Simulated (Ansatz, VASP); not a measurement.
# One calculation of Ti, two programs

```
Ti
1.0
     2.55631    0.00000    0.00000
     0.00000    2.55631    0.00000
     0.00000    0.00000    2.55631
Ti
1
Direct
  0.00000 0.00000 0.00000
```

Alike in both runs: task single point; functional LDA; k mesh 12 × 12 × 12; occupations fermi-dirac, width 0.1 eV; non-collinear spin, spin-orbit coupling.

|  | VASP | Ansatz |
| --- | --- | --- |
| version | VASP 6.6.1 | Ansatz 0.2.0 |
| potentials or method | VASP PAW LDA potentials, release 64 (Ti_sv) | plane waves (420 eV) with PAW, fully relativistic with spin-orbit coupling |
| plane-wave cutoff (eV) | 520 | 420 |
| valence electrons in the cell | 12 | 12 |

```csv
,VASP,Ansatz,Ansatz less VASP
net moment per atom (μB),0.00,0.00,0.000
```

Ansatz warned: «pseudo_functional_mismatch».
